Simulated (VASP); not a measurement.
# SrCl2: Cl into a neighbouring Cl vacancy, part 4 of 7

Aim: the barrier for one hop in SrCl2: Cl into a neighbouring Cl vacancy. The start is a cell from a database of measured crystal structures.

VASP 6.6.1; PBEsol; plane waves and PAW (Sr_sv, Cl).

So far. Step 2 (Relax the host): The run ended after 3 ionic steps, 0.006 eV below its first step, once forces and stress met EDIFFG = -0.02. Step 3 (Relax the start): The run ended after 14 ionic steps, 0.823 eV below its first step, once the forces on the free atoms met EDIFFG = -0.05.

## Step 4: Relax the end

The end state is relaxed in the same way, so that both ends share their errors.

This cell carries charge +1, set by NELECT and balanced by a uniform background.

INCAR

```
SYSTEM = Sr12Cl23
PREC = Normal
ENCUT = 280
EDIFF = 1E-05
NELM = 120
ISMEAR = 0
SIGMA = 0.05
LREAL = Auto
ALGO = Fast
GGA = PS
NELECT = 280
NBANDS = 168
LORBIT = 11
LWAVE = .FALSE.
LCHARG = .FALSE.
NCORE = 6
IBRION = 2
NSW = 60
ISIF = 2
EDIFFG = -0.05
POTIM = 0.4
MAXMIX = 40
ISYM = 0
```

POSCAR

```
Sr12Cl23
1.0
    0.0000000000      6.9187414712      6.9187414712
    6.9187414712      0.0000000000      6.9187414712
   10.3781122068     10.3781122068      0.0000000000
Sr Cl
12 23
Direct
   -0.0040079101     -0.0003695295      0.0009843091
   -0.0036903262      0.0016998921      0.3355790759
    0.0007464852      0.0017168017      0.6658001348
   -0.0010619826      0.4989963476      0.0007344857
   -0.0012105459      0.5031354319      0.3321479654
   -0.0079708901      0.5008417634      0.6690423210
    0.5013443113     -0.0042376839      0.0040139298
    0.5014438220     -0.0038740952      0.3335058066
    0.5009971613      0.0005406967      0.6653310239
    0.5007322892      0.4987574063      0.0000473243
    0.4993849245      0.4978677560      0.3331270360
    0.4967865896      0.5000541816      0.6666431009
    0.3727394038      0.3771047817      0.5847379044
    0.3733220521      0.3760173209      0.9169742513
    0.3731181121      0.8735307099      0.2517988448
    0.3714157405      0.8755314530      0.5845849931
    0.3780890444      0.8766149910      0.9138546710
    0.8738405224      0.3699796706      0.2510814725
    0.8759603915      0.3733554861      0.5844266562
    0.8772562163      0.3747677117      0.9156086750
    0.8771940172      0.8734106231      0.2523385409
    0.8755693700      0.8742210585      0.5827109747
    0.8750508774      0.8754520058      0.9165748809
    0.1277833671      0.1205552346      0.0830765604
    0.3795213944      0.3742865988      0.2482147682
    0.1231729493      0.1241322823      0.7515286092
    0.1204751837      0.6262314581      0.0880462527
    0.1240054348      0.6215003053      0.4174973307
    0.1258651409      0.6276796384      0.7485385476
    0.6197508697      0.1303696799      0.0816077465
    0.6291845925      0.1213013510      0.4160153581
    0.6253106057      0.1299748360      0.7477402928
    0.6210801696      0.6299975267      0.0838945984
    0.6241098027      0.6222316216      0.4172147092
    0.6204725742      0.6286715365      0.7511505463
```

KPOINTS

```
Automatic mesh
0
Gamma
2 2 1
0 0 0
```

Potentials, in the order of the species: Sr_sv and Cl (PBE family, release 64).

The run is started by

```console
mpirun -np 6 vasp_std
```

The program printed:

```text
[banner, memory and clock lines left out]
running    6 mpi-ranks, on    1 nodes
 distrk:  each k-point on    6 cores,    1 groups
 distr:  one band on    6 cores,    1 groups

 POSCAR found type information on POSCAR SrCl
 POSCAR found :  2 types and      35 ions
 [... a notice as in an earlier step ...]

 [... a notice as in an earlier step ...]

 LDA part: xc-table for (Slater+PW92), standard interpolation
 [... a notice as in an earlier step ...]

 POSCAR, INCAR and KPOINTS ok, starting setup
 FFT: planning ... GRIDC
 FFT: planning ... GRID_SOFT
 FFT: planning ... GRID
 WAVECAR not read
 entering main loop
       N       E                     dE             d eps       ncg     rms          rms(c)
DAV:   1     0.170129433808E+04    0.17013E+04   -0.93823E+04  1360   0.926E+02
DAV:   2     0.139406318484E+02   -0.16874E+04   -0.16423E+04  1672   0.266E+02
DAV:   3    -0.152391888310E+03   -0.16633E+03   -0.16563E+03  1664   0.778E+01
DAV:   4    -0.159889789920E+03   -0.74979E+01   -0.74866E+01  2160   0.171E+01
DAV:   5    -0.160380940541E+03   -0.49115E+00   -0.49110E+00  2024   0.303E+00BRMIX: very serious problems
 the old and the new charge density differ
 old charge density:   281.00000 new  279.99999
    0.503E+01
RMM:   6    -0.157612031729E+03    0.27689E+01   -0.56411E+00  1344   0.404E+00    0.296E+01
RMM:   7    -0.157505050078E+03    0.10698E+00   -0.92282E+00  1529   0.495E+00    0.592E+00
RMM:   8    -0.157394161486E+03    0.11089E+00   -0.11473E+00  1565   0.200E+00    0.198E+00
RMM:   9    -0.157415524451E+03   -0.21363E-01   -0.29203E-01  2094   0.810E-01    0.125E+00
RMM:  10    -0.157426814636E+03   -0.11290E-01   -0.65963E-02  2138   0.416E-01    0.824E-01
RMM:  11    -0.157439228926E+03   -0.12414E-01   -0.44311E-02  2266   0.351E-01    0.627E-01
RMM:  12    -0.157441356708E+03   -0.21278E-02   -0.17808E-02  2408   0.195E-01    0.266E-01
RMM:  13    -0.157443070414E+03   -0.17137E-02   -0.91908E-03  2368   0.139E-01    0.152E-01
WARNING in EDDRMM: call to ZHEGV failed, returncode =   8  4    124
RMM:  14    -0.157443851539E+03   -0.78112E-03   -0.49406E-03  2345   0.103E-01    0.151E-01
RMM:  15    -0.157444029040E+03   -0.17750E-03   -0.22847E-03  2359   0.770E-02    0.421E-02
RMM:  16    -0.157444169395E+03   -0.14036E-03   -0.12571E-03  2227   0.537E-02    0.357E-02
WARNING in EDDRMM: call to ZHEGV failed, returncode =   6  3    102
RMM:  17    -0.157444227378E+03   -0.57983E-04   -0.66594E-04  2239   0.401E-02    0.183E-02
RMM:  18    -0.157444261814E+03   -0.34436E-04   -0.31389E-04  2016   0.283E-02    0.164E-02
RMM:  19    -0.157444280229E+03   -0.18415E-04   -0.17752E-04  1790   0.209E-02    0.121E-02
RMM:  20    -0.157444288656E+03   -0.84276E-05   -0.80575E-05  1532   0.152E-02
   1 F= -.15744429E+03 E0= -.15744429E+03  d E =-.157444E+03
 curvature:   0.00 expect dE= 0.000E+00 dE for cont linesearch  0.000E+00
 trial: gam= 0.00000 g(F)=  0.274E+00 g(S)=  0.000E+00 ort = 0.000E+00 (trialstep = 0.100E+01)
 search vector abs. value=  0.274E+00
 bond charge predicted
       N       E                     dE             d eps       ncg     rms          rms(c)
DAV:   1    -0.157617302956E+03   -0.17302E+00   -0.21168E+01  1536   0.927E+00    0.232E+00
RMM:   2    -0.157689248647E+03   -0.71946E-01   -0.90961E-01  1344   0.205E+00    0.136E+00
RMM:   3    -0.157685624972E+03    0.36237E-02   -0.12188E-01  1384   0.801E-01    0.109E+00
RMM:   4    -0.157692169680E+03   -0.65447E-02   -0.35323E-02  1820   0.415E-01    0.144E+00
RMM:   5    -0.157686423317E+03    0.57464E-02   -0.30928E-02  1492   0.356E-01    0.639E-01
RMM:   6    -0.157687593553E+03   -0.11702E-02   -0.12366E-02  2196   0.196E-01    0.474E-01
RMM:   7    -0.157687859924E+03   -0.26637E-03   -0.40919E-03  2390   0.109E-01    0.144E-01
RMM:   8    -0.157687962066E+03   -0.10214E-03   -0.22341E-03  2196   0.794E-02    0.925E-02
RMM:   9    -0.157688101865E+03   -0.13980E-03   -0.10647E-03  2373   0.535E-02    0.643E-02
RMM:  10    -0.157688173629E+03   -0.71764E-04   -0.66503E-04  1937   0.372E-02    0.292E-02
RMM:  11    -0.157688214752E+03   -0.41123E-04   -0.44194E-04  2183   0.297E-02    0.194E-02
WARNING in EDDRMM: call to ZHEGV failed, returncode =   6  3    109
RMM:  12    -0.157688241275E+03   -0.26523E-04   -0.22332E-04  1594   0.206E-02    0.151E-02
RMM:  13    -0.157688256721E+03   -0.15446E-04   -0.12052E-04  1434   0.167E-02    0.989E-03
RMM:  14    -0.157688261976E+03   -0.52545E-05   -0.72994E-05  1133   0.127E-02
   2 F= -.15768826E+03 E0= -.15768826E+03  d E =-.243973E+00
[...]
WARNING in EDDRMM: call to ZHEGV failed, returncode =   6  3    119
WARNING in EDDRMM: call to ZHEGV failed, returncode =   8  4     77
WARNING in EDDRMM: call to ZHEGV failed, returncode =   6  3    115
[...]
WARNING in EDDRMM: call to ZHEGV failed, returncode =   6  3    120
[... from here on, the cycles between the ionic steps are left out ...]
   3 F= -.15805875E+03 E0= -.15805875E+03  d E =-.614459E+00
[...]
WARNING in EDDRMM: call to ZHEGV failed, returncode =   6  3    128
[...]
WARNING in EDDRMM: call to ZHEGV failed, returncode =   6  3    127
   4 F= -.15806602E+03 E0= -.15806602E+03  d E =-.621728E+00
[...]
WARNING in EDDRMM: call to ZHEGV failed, returncode =   6  3    105
   5 F= -.15813396E+03 E0= -.15813396E+03  d E =-.679388E-01
[...]
WARNING in EDDRMM: call to ZHEGV failed, returncode =   8  4    137
   6 F= -.15824526E+03 E0= -.15824526E+03  d E =-.179239E+00
[...]
WARNING in EDDRMM: call to ZHEGV failed, returncode =   6  3    104
   7 F= -.15825189E+03 E0= -.15825189E+03  d E =-.185869E+00
[...]
WARNING in EDDRMM: call to ZHEGV failed, returncode =   6  3    127
[...]
WARNING in EDDRMM: call to ZHEGV failed, returncode =   6  3     93
[...]
WARNING in EDDRMM: call to ZHEGV failed, returncode =   6  3    124
   8 F= -.15828574E+03 E0= -.15828574E+03  d E =-.338536E-01
[...]
WARNING in EDDRMM: call to ZHEGV failed, returncode =   6  3     70
   9 F= -.15829457E+03 E0= -.15829457E+03  d E =-.426860E-01
[...]
WARNING in EDDRMM: call to ZHEGV failed, returncode =   8  4     66
WARNING in EDDRMM: call to ZHEGV failed, returncode =   6  3     60
  10 F= -.15829810E+03 E0= -.15829810E+03  d E =-.462143E-01
[...]
WARNING in EDDRMM: call to ZHEGV failed, returncode =   6  3     90
  11 F= -.15830980E+03 E0= -.15830980E+03  d E =-.117041E-01
[...]
WARNING in EDDRMM: call to ZHEGV failed, returncode =   6  3    114
WARNING in EDDRMM: call to ZHEGV failed, returncode =   6  3    125
WARNING in EDDRMM: call to ZHEGV failed, returncode =   8  4    134
  12 F= -.15831107E+03 E0= -.15831107E+03  d E =-.129716E-01
  13 F= -.15831120E+03 E0= -.15831120E+03  d E =-.131003E-01
 curvature:  -4.23 expect dE=-0.510E-02 dE for cont linesearch -0.972E-06
 trial: gam= 0.22810 g(F)=  0.120E-02 g(S)=  0.000E+00 ort =-0.409E-04 (trialstep = 0.411E+01)
 search vector abs. value=  0.156E-02
 bond charge predicted
       N       E                     dE             d eps       ncg     rms          rms(c)
DAV:   1    -0.158307273148E+03    0.39262E-02   -0.20454E+00  1408   0.286E+00    0.798E-01
RMM:   2    -0.158316352988E+03   -0.90798E-02   -0.10184E-01  1344   0.690E-01    0.535E-01
RMM:   3    -0.158315496092E+03    0.85690E-03   -0.11174E-02  1510   0.259E-01    0.473E-01
RMM:   4    -0.158314593633E+03    0.90246E-03   -0.48834E-03  1728   0.127E-01    0.313E-01
RMM:   5    -0.158314602820E+03   -0.91870E-05   -0.99985E-04  2272   0.644E-02    0.208E-01
WARNING in EDDRMM: call to ZHEGV failed, returncode =   8  4    101
RMM:   6    -0.158314606502E+03   -0.36826E-05   -0.38510E-04  2284   0.353E-02    0.104E-01
RMM:   7    -0.158314658051E+03   -0.51549E-04   -0.40642E-04  2173   0.341E-02    0.845E-02
RMM:   8    -0.158314634287E+03    0.23765E-04   -0.16061E-04  2182   0.229E-02    0.777E-02
RMM:   9    -0.158314637755E+03   -0.34686E-05   -0.99983E-05  1594   0.160E-02
  14 F= -.15831464E+03 E0= -.15831464E+03  d E =-.343753E-02
 trial-energy change:   -0.003438  1 .order   -0.003481   -0.004915   -0.002047
 step:   7.6444(harm=  7.0460)  dis= 0.01294  next Energy=  -158.315489 (dE=-0.429E-02)
 reached required accuracy - stopping structural energy minimisation
```

Wall time 3.8 min (6 MPI ranks of Intel Xeon 6975P-C (Granite Rapids), shared host); peak memory 1 GiB.

Parts of OUTCAR (step 4):

```text
NELECT = 280

 ion  position               nearest neighbor table
   1  0.996  1.000  0.001-  23 2.97  27 2.98  26 2.99  20 3.00  24 3.00  30 3.01  21 3.01  17 3.05
                             7 4.84   5 4.86   8 4.86  10 4.86   4 4.89   3 4.89   6 4.89   4 4.90
   2  0.996  0.002  0.336-  31 2.93  18 2.94  22 2.96  21 2.97  15 3.01  24 3.03  28 3.04   9 4.84
                            11 4.86   3 4.87   8 4.88   4 4.89   5 4.89   5 4.89   6 4.90   8 4.90
   3  0.001  0.002  0.666-  16 2.96  19 2.97  26 2.98  29 2.99  32 3.00  23 3.01  22 3.01   6 4.87
                             2 4.87  12 4.88   9 4.89   1 4.89   8 4.89   9 4.90   5 4.90  12 4.90
   4  0.999  0.499  0.001-  20 2.98  14 2.99  18 3.00  23 3.01  33 3.02  29 3.02  24 3.02  27 3.03
                             7 4.86  10 4.88  11 4.88   5 4.88   1 4.89  12 4.89   2 4.89   6 4.89
   5  0.999  0.503  0.332-  27 2.93  21 2.96  28 2.97  34 2.99  19 3.02  18 3.03  25 3.04   8 4.85
                             1 4.86  11 4.88   4 4.88   2 4.89  10 4.89   2 4.89   6 4.90   3 4.90
   6  0.992  0.501  0.669-  20 2.96  19 2.96  35 2.97  22 2.98  26 3.01  28 3.01  29 3.04  13 3.04
                            10 4.83   9 4.85   3 4.87  12 4.87   1 4.89   4 4.89   2 4.90   5 4.90
   7  0.501  0.996  0.004-  33 2.92  30 2.95  15 2.97  24 2.98  23 2.99  17 3.02  14 3.04  32 3.07
                             1 4.84   8 4.84  11 4.85   4 4.86  10 4.89  10 4.90   2 4.90   4 4.92
   8  0.501  0.996  0.334-  15 2.98  34 2.99  21 3.00  16 3.01  31 3.01  30 3.02  25 3.02   7 4.84
                             5 4.85   1 4.86  12 4.87   2 4.88  11 4.89   3 4.89   9 4.89  11 4.90
   9  0.501  0.001  0.665-  35 2.97  17 2.98  31 2.99  22 2.99  16 3.00  13 3.01  32 3.01  26 3.02
                             2 4.84   6 4.85  11 4.87  12 4.88   3 4.89   8 4.89   3 4.90  12 4.91
  10  0.501  0.499  0.000-  30 2.94  25 2.97  35 2.98  14 2.99  20 3.01  33 3.02  17 3.02  27 3.04
                             6 4.83   1 4.86  11 4.88   4 4.88   7 4.89   5 4.89   7 4.90   4 4.90
  11  0.499  0.498  0.333-  25 2.96  33 2.99  18 2.99  34 3.00  28 3.00  15 3.00  31 3.01  13 3.02
                             7 4.85   2 4.86   9 4.87  10 4.88   5 4.88   4 4.88   8 4.89  12 4.89
  12  0.497  0.500  0.667-  13 2.95  32 2.96  29 2.96  34 2.99  16 3.00  14 3.00  35 3.03  19 3.03
                             6 4.87   8 4.87   9 4.88   3 4.88   4 4.89  11 4.89   3 4.90  10 4.91
  13  0.373  0.377  0.585-  12 2.95   9 3.01  11 3.02   6 3.04
  14  0.373  0.376  0.917-   4 2.99  10 2.99  12 3.00   7 3.04
  15  0.373  0.874  0.252-   7 2.97   8 2.98  11 3.00   2 3.01
  16  0.371  0.876  0.585-   3 2.96  12 3.00   9 3.00   8 3.01
  17  0.378  0.877  0.914-   9 2.98   7 3.02  10 3.02   1 3.05
  18  0.874  0.370  0.251-   2 2.94  11 2.99   4 3.00   5 3.03
  19  0.876  0.373  0.584-   6 2.96   3 2.97   5 3.02  12 3.03
  20  0.877  0.375  0.916-   6 2.96   4 2.98   1 3.00  10 3.01
  21  0.877  0.873  0.252-   5 2.96   2 2.97   8 3.00   1 3.01
  22  0.876  0.874  0.583-   2 2.96   6 2.98   9 2.99   3 3.01
  23  0.875  0.875  0.917-   1 2.97   7 2.99   3 3.01   4 3.01
  24  0.128  0.121  0.083-   7 2.98   1 3.00   4 3.02   2 3.03
  25  0.380  0.374  0.248-  11 2.96  10 2.97   8 3.02   5 3.04
  26  0.123  0.124  0.752-   3 2.98   1 2.99   6 3.01   9 3.02
  27  0.120  0.626  0.088-   5 2.93   1 2.98   4 3.03  10 3.04
[...]
34  0.624  0.622  0.417-   8 2.99  12 2.99   5 2.99  11 3.00
  35  0.620  0.629  0.751-   6 2.97   9 2.97  10 2.98  12 3.03

 Found      4 irreducible k-points:

 E-fermi :   0.2600

 k-point     1 :       0.0000    0.0000    0.0000
  band No.  band energies     occupation
    ...
    136      -0.2298      2.00000
    137      -0.2234      2.00000
    138      -0.1632      2.00000
    139      -0.1396      2.00000
    140       0.0134      2.00000
    141       4.9820      0.00000
    142       5.5266      0.00000
    143       5.7355      0.00000
    144       5.7989      0.00000
    145       5.8350      0.00000
    ...

 k-point     2 :       0.5000    0.0000    0.0000
  band No.  band energies     occupation
    ...
    136      -0.2445      2.00000
    137      -0.2042      2.00000
    138      -0.1709      2.00000
    139      -0.1365      2.00000
    140      -0.0965      2.00000
    141       5.5169      0.00000
    142       5.8993      0.00000
    143       5.9588      0.00000
    144       5.9667      0.00000
    145       6.0389      0.00000
    ...

  Total      -11.1700163    -11.2013774    -11.1631838      0.1290069      0.1803543      0.1754710
  in kB      -18.0119953    -18.0625661    -18.0009777      0.2080276      0.2908268      0.2829523
  external PRESSURE =     -18.0251797 kB  Pullay stress =       0.0000000 kB

 POSITION                                       TOTAL-FORCE (eV/Angst)
 -----------------------------------------------------------------------------------
     10.34763     10.34345      0.05560         0.000157      0.001636     -0.007131
     10.28560     10.28827     13.74368        -0.004453     -0.010316      0.018623
     13.97490     13.96552     13.68624         0.009813      0.016377     -0.010025
      3.46426      0.04600      3.42823         0.013064     -0.004938     -0.005723
      6.99545     10.28326     10.46673        -0.004251      0.001498      0.004646
     10.37388      6.90907      3.47890         0.005741      0.002454      0.005343
      0.05016      3.45700      3.43265        -0.001278      0.015184     -0.014373
     10.28145      6.99699     10.47024         0.004856     -0.007578     -0.001251
      6.91940     10.36649      3.47965        -0.007842     -0.000995      0.009136
      3.46557      3.46064      6.88813         0.008160      0.003024      0.009929
      6.95172      6.94923      6.88086         0.006413      0.004470     -0.015029
     10.36405     10.35199      6.91405         0.005041      0.009226      0.005042
      8.64824      8.64097      5.18886         0.005624      0.005482     -0.011375
     12.11565     12.10935      5.21225         0.005271      0.003627     -0.001078
      8.92416      5.18977      8.63817        -0.017708     -0.005780      0.004924
     12.11711      8.36024      8.63203        -0.005409      0.007659     -0.001851
     15.52594     12.13937      8.65811        -0.006375     -0.002814     -0.001072
      5.18684      8.92408      8.64018        -0.001010     -0.020256      0.000131
      8.37506     12.11260      8.63350         0.004152     -0.005848     -0.002513
     12.14607     15.51914      8.65358        -0.005125     -0.003695      0.004403
      8.60009      8.60381     12.15031         0.003647     -0.000920      0.004353
     12.12183     12.11476     12.38269        -0.008533     -0.004214     -0.021836
     15.61666     15.61188     12.00931         0.000978     -0.002586      0.003193
      1.71330      1.70916      1.71990        -0.015647     -0.013003     -0.005748
      5.18778      5.18819      4.90963         0.003192     -0.003392      0.022127
      8.66296      8.65489      1.74346         0.001697      0.005063     -0.004303
      5.19085      1.71502      5.20943         0.019488     -0.006913     -0.001186
      8.64332      5.17116      5.18604         0.012921      0.005989     -0.004897
     12.11627      8.68292      5.15152        -0.004561     -0.007436      0.007648
      1.71928      5.18768      5.20829        -0.008864      0.018320      0.000263
      5.17025      8.64211      5.18979         0.013289      0.014513     -0.010886
      8.68967     12.10392      5.15648        -0.001403      0.003317      0.002365
      5.27750      5.26807      8.54615         0.001313      0.007571     -0.003100
      8.64217      8.64119      8.66111         0.000098      0.002611      0.000370
     12.02398     12.01298      8.73048        -0.032457     -0.027338      0.020882
 -----------------------------------------------------------------------------------
    total drift:                                0.004850      0.010433      0.008616

  FREE ENERGIE OF THE ION-ELECTRON SYSTEM (eV)
  ---------------------------------------------------
  free  energy   TOTEN  =      -158.3146377553 eV

  energy  without entropy=     -158.3146377553  energy(sigma->0) =     -158.31463776

 total charge
# of ion       s       p       d       tot
------------------------------------------
    1        1.996   5.731   0.164   7.891
    2        2.000   5.737   0.181   7.917
    3        1.999   5.734   0.176   7.909
    4        1.995   5.728   0.156   7.878
    5        1.999   5.736   0.180   7.916
    6        1.994   5.726   0.152   7.872
    7        1.995   5.728   0.156   7.878
    8        1.999   5.736   0.180   7.916
    9        1.994   5.726   0.152   7.873
   10        1.995   5.727   0.154   7.876
   11        1.995   5.727   0.154   7.875
   12        1.994   5.726   0.152   7.873
   13        1.582   3.573   0.000   5.155
   14        1.582   3.568   0.000   5.149
   15        1.581   3.564   0.000   5.145
   16        1.580   3.559   0.000   5.140
   17        1.581   3.567   0.000   5.148
   18        1.581   3.564   0.000   5.145
   19        1.580   3.559   0.000   5.140
   20        1.581   3.567   0.000   5.148
   21        1.583   3.587   0.000   5.170
   22        1.580   3.561   0.000   5.142
   23        1.582   3.575   0.000   5.157
   24        1.582   3.574   0.000   5.155
   25        1.581   3.563   0.000   5.144
   26        1.582   3.572   0.000   5.154
   27        1.582   3.571   0.000   5.152
   28        1.582   3.574   0.000   5.155
   29        1.582   3.569   0.000   5.150
   30        1.582   3.571   0.000   5.152
   31        1.582   3.573   0.000   5.155
   32        1.582   3.569   0.000   5.150
   33        1.581   3.563   0.000   5.144
   34        1.582   3.573   0.000   5.155
   35        1.581   3.564   0.000   5.145
--------------------------------------------------
tot         60.324 150.842   1.957 213.123

[... 6 parts as in an earlier step ...]

[... 3 further parts left out ...]
```

(Continued in part 5 of 7.)

[Lines on the potential files, build, host, timing and source positions are cut from VASP's logs without a mark.]

[Logs are printed without paths, hosts, clocks, repeated set-up lines and the standing remarks that a program may print on its own settings, such as how far it seeks lower states.]

[Hosts, paths, dates, database ids (printed as entryN), source tags and the programs' standing remarks are cut or masked in the printed files.]

[Runs that stopped without an error message from VASP are left out.]
